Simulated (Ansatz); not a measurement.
## Strain response of W

These are results of DFT PBE, scalar-relativistic, plane waves, PAW (Ansatz), not measurements. Settings: 420 eV cutoff, 16×16×16 k-mesh, Gaussian smearing of 0.10 eV, no spin polarisation.

The relaxed crystal:

```
CELL_PARAMETERS angstrom
3.18356 0.00000 0.00000
0.00000 3.18356 0.00000
0.00000 0.00000 3.18356
ATOMIC_POSITIONS crystal
W 0.00000 0.00000 0.00000
W 0.50000 0.50000 0.50000
```

Deformation: biaxial strain in the a-b plane, with the length and tilt of c and the atoms relaxed, all within the symmetry that the strain leaves. Energies are extrapolated to zero smearing.

Spin–orbit coupling is left out, which can shift energies with elements as heavy as these.

```tsv
strain (%)	ΔE (meV/atom)	a (Å)	b (Å)	c (Å)
-3.0	50.8	3.088	3.088	3.268
-2.0	21.7	3.120	3.120	3.239
-1.0	5.1	3.152	3.152	3.212
+0.0	0.0	3.184	3.184	3.184
+1.0	4.8	3.215	3.215	3.157
+2.0	20.0	3.247	3.247	3.135
+3.0	45.6	3.279	3.279	3.115
```

(1) What stiffness (1/V) d²E/dε² at zero strain does a cubic fit over all points give?

(2) How does the free axis c answer a small strain?

Answers

(1) A cubic fit gives (1/V) d²E/dε² = 1070 GPa at zero strain (twice the biaxial modulus).

(2) Between the innermost points its strain is -0.85 times the applied one.

Cost: 7 runs of about 3.1 core-minutes in all, on Intel Xeon 6975P-C (Granite Rapids) (shared hosts).